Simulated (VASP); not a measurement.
MoSe2:

```
CELL_PARAMETERS angstrom
3.28800 0.00000 0.00000
-1.64400 2.84749 0.00000
0.00000 0.00000 12.90000
ATOMIC_POSITIONS crystal
Mo 0.33333 0.66667 0.25000
Mo 0.66667 0.33333 0.75000
Se 0.33333 0.66667 0.62500
Se 0.66667 0.33333 0.12500
Se 0.33333 0.66667 0.87500
Se 0.66667 0.33333 0.37500
```

| Item | Value |
| --- | --- |
| Program | VASP 6.6.1 |
| Task | relaxation of cell and atoms |
| Functional | PBE |
| Dispersion | D3(BJ) |
| Potentials or basis | VASP PAW PBE potentials, release 64 (Mo_sv, Se) |
| Cutoff | 600 eV |
| k mesh | 9 × 9 × 2 |
| Occupations | gaussian, width 0.03 eV |
| Spin | no spin polarisation |

At the start: pressure 4.5 GPa; volume 20.13 Å³/atom.

Q: How do energy, volume and symmetry change on relaxing?

A: Over 14 steps the energy falls by 24.1 meV/atom and the volume is 19.74 Å³/atom (-1.9 %); space group P6_3/mmc (No. 194, to 0.05 Å).

The path:
```csv
step,energy change (eV),largest force (eV/Å),pressure (GPa),volume (Å³)
1,0.0000,1.1441,4.52,120.78
2,0.2308,1.2853,-9.26,130.92
3,-0.1073,0.1481,-1.23,124.27
4,-0.1075,0.1809,-1.04,124.14
5,-0.1225,0.1168,-0.28,122.48
6,-0.1232,0.0997,-0.06,122.02
7,-0.1275,0.0908,-0.06,121.61
8,-0.1379,0.0632,-0.04,120.35
9,-0.1435,0.0013,0.20,117.83
10,-0.1443,0.0241,0.12,118.56
11,-0.1444,0.0212,0.12,118.46
12,-0.1443,0.0191,0.13,118.39
13,-0.1425,0.1161,-0.76,118.94
14,-0.1444,0.0004,0.01,118.46
```

Final structure:
```
CELL_PARAMETERS angstrom
3.27866 0.00000 0.00000
-1.63933 2.83941 0.00000
0.00000 0.00000 12.72501
ATOMIC_POSITIONS crystal
Mo 0.33333 0.66667 0.25000
Mo 0.66667 0.33333 0.75000
Se 0.33333 0.66667 0.61833
Se 0.66667 0.33333 0.11833
Se 0.33333 0.66667 0.88167
Se 0.66667 0.33333 0.38167
```
